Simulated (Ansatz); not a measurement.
Convergence notes, G0W0 on ZrSe2 (P-3m1)

ZrSe2 (P-3m1) from a database structure, relaxed with r2SCAN+rVV10; one-shot G0W0 in Ansatz without spin-orbit coupling. Spin-unpolarised throughout; all numbers are computed.

```
Zr Se
1.0
     3.78821    0.00000    0.00000
    -1.89410    3.28068    0.00000
     0.00000    0.00000    6.18073
Zr Se
1 2
Cartesian
  0.0000 0.0000 0.0000
  1.8941 1.0936 4.6122
  0.0000 2.1871 1.5685
```

Gaps are read over the mesh points alone. G0W0 here is at a finite number of bands, screening cutoff and k mesh, not at the basis limit.

| start | potentials | frequency model | mesh | empty bands | screening cutoff (eV) | Kohn-Sham gap (eV) | G0W0 gap (eV) |
| --- | --- | --- | --- | --- | --- | --- | --- |
| PBE | PAW | contour deformation | 6×6×4 | 229 | 120 | 0.30 | 1.02 |
| PBE | PAW | contour deformation | 6×6×4 | 569 | 220 | 0.30 | 1.09 |
| PBE | PAW | contour deformation | 6×6×4 | 1045 | 300 | 0.30 | 1.10 |
| HSE06 | PAW | contour deformation | 6×6×4 | 569 | 220 | 0.96 | 1.29 |
| r2SCAN | PAW | contour deformation | 6×6×4 | 569 | 220 | 0.60 | 1.14 |
| PBE0 | PAW | contour deformation | 6×6×4 | 569 | 220 | 1.60 | 1.48 |
| PBE | PAW | Godby-Needs pole | 6×6×4 | 569 | 220 | 0.30 | 1.02 |
| PBE | PAW | contour deformation | 12×12×4 | 124 | 80 | 0.31 | 0.97 |
| PBE | norm-conserving | contour deformation | 6×6×4 | 569 | 220 | 0.29 | 1.03 |

Over the mesh points the PBE gap of 0.30 eV becomes a quasiparticle gap of 1.10 eV (Γ to L), a change of +0.80 eV. Renormalisation factors Z lie between 0.67 and 0.74.

Raising bands and cutoff together moves the gap by +0.07 eV (120 to 220 eV), then +0.01 eV (220 to 300 eV); the last step is small, which bounds nothing strictly. Starting from HSE06 (0.96 eV against PBE's 0.30 eV) gives 1.29 eV, +0.20 eV from G0W0@PBE at the same screening cutoff. Starting from r2SCAN (0.60 eV against PBE's 0.30 eV) gives 1.14 eV, +0.05 eV from G0W0@PBE at the same screening cutoff. Starting from PBE0 (1.60 eV against PBE's 0.30 eV) gives 1.48 eV, +0.39 eV from G0W0@PBE at the same screening cutoff. The Godby-Needs plasmon pole differs from contour deformation by -0.07 eV. Norm-conserving potentials (wave cutoff 1170 eV against 420 eV) shift the quasiparticle gap by -0.06 eV and the PBE gap by -0.01 eV. On these meshes the dielectric constant comes out too large, which adds an error that these runs don't bound. r2SCAN runs take a wave cutoff of 500 eV.

The program warns that the k mesh is coarse for exact exchange in some of these runs, so their gaps aren't converged.
